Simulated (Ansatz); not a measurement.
Input and command of a calculation in Ansatz (plane waves; scalar-relativistic PAW potentials unless the input names others):

```yaml
crystal:
  lattice:
    - [0.0, 2.154898871, 1.5235135018]
    - [2.154898871, 0.0, 1.5235135018]
    - [2.154898871, 2.154898871, 0.0]
  atoms:
    - { symbol: Ir, position: [0.0, 0.0, 0.0] }
basis:
  ecutwfc: 420
kpoints:
  mp_grid: { grid: [24, 24, 24] }
hamiltonian:
  xc: pbe
scf:
  occupations: { method: gaussian, width: 0.15 }
  max_iter: 75
output:
  forces: true
  eigenvalues: true
  stress: true
magnetization:
  spin_polarized: many
```

```bash
ansatz run input.yaml --threads 1 --pin off --max-ram 1228MiB --backend cpu --events-out ev --progress --plain --runs-dir out
```

Question: Will this input run?

Answer: The program refuses it, because of a value of the wrong type (magnetization.spin_polarized: not typed → "many"). Without that key it is accepted.

Abridged log:
```
Error: YAML parse error: error: line 22 column 19: invalid boolean (strict mode expects true/false)
  --> <input>:22:19
   |
20 |   stress: true
21 | magnetization:
22 |   spin_polarized: many
   |                   ^ invalid boolean (strict mode expects true/false)
```